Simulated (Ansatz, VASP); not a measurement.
# One calculation of SiNi2, two programs

INCAR

```
SYSTEM = SiNi2
PREC = Accurate
ENCUT = 520
EDIFF = 1E-7
ISMEAR = -1
SIGMA = 0.05
LREAL = .FALSE.
LASPH = .TRUE.
NELM = 120
ALGO = Normal
ISIF = 2
LWAVE = .FALSE.
LCHARG = .TRUE.
ISPIN = 2
MAGMOM = 1 1 1 1 0 0
LORBIT = 11
LMAXMIX = 4
GGA = PE
LELF = .TRUE.
LVHAR = .TRUE.
NBANDS = 37
```

File KPOINTS:

```
Automatic mesh
0
G
  8 8 6
  0 0 0
```

File POSCAR:

```
SiNi2
1.0
    3.8360000000      0.0000000000      0.0000000000
   -1.9180000000      3.3220734489      0.0000000000
    0.0000000000      0.0000000000      4.9480000000
Ni Si
4 2
Direct
    0.6666666667      0.3333333333      0.7500000000
    0.3333333333      0.6666666667      0.2500000000
    0.0000000000      0.0000000000      0.5000000000
    0.0000000000      0.0000000000      0.0000000000
    0.6666666667      0.3333333333      0.2500000000
    0.3333333333      0.6666666667      0.7500000000
```

Contents of input.yaml:

```yaml
crystal:
  lattice:
    - [3.836, 0.0, 0.0]
    - [-1.918, 3.3220734489, 0.0]
    - [0.0, 0.0, 4.948]
  atoms:
    - { symbol: Ni, position: [0.6666666667, 0.3333333333, 0.75], spin: 1.0 }
    - { symbol: Ni, position: [0.3333333333, 0.6666666667, 0.25], spin: 1.0 }
    - { symbol: Ni, position: [0.0, 0.0, 0.5], spin: 1.0 }
    - { symbol: Ni, position: [0.0, 0.0, 0.0], spin: 1.0 }
    - { symbol: Si, position: [0.6666666667, 0.3333333333, 0.25] }
    - { symbol: Si, position: [0.3333333333, 0.6666666667, 0.75] }
hamiltonian:
  xc: pbe
  pseudopotentials: { kind: paw }
magnetization:
  spin_polarized: true
kpoints:
  mp_grid: { grid: [8, 8, 6] }
scf:
  occupations: { method: fermi_dirac, width: 0.05 }
output:
  forces: true
  stress: true
  eigenvalues: true
```

Alike in both runs: task single point; functional PBE; k mesh 8 × 8 × 6; occupations fermi-dirac, width 0.05 eV; collinear spin, ferromagnetic start.

|  | VASP | Ansatz |
| --- | --- | --- |
| version | VASP 6.6.1 | Ansatz 0.2.0 |
| potentials or method | VASP PAW PBE potentials, release 64 (Ni, Si) | Ansatz PAW |
| plane-wave cutoff (eV) | 520 | 420 |
| valence electrons in the cell | 48 | 80 |

|  | VASP | Ansatz | Ansatz less VASP |
| --- | --- | --- | --- |
| gap on the k mesh at the Fermi level (eV) | none | none | - |
| pressure (GPa) | 11.3 | 11.4 | +0.03 |
| largest component of the traceless stress (GPa) | 3.45 | 3.34 | -0.106 |
| net moment per atom (μB) | 0.00 | 0.00 | 0.000 |

A gap of «none» marks a metal or a gap that the smearing closes. The two sets of potentials don't hold the same shells in valence.

Caveats: the starting moments weren't kept (Ansatz).
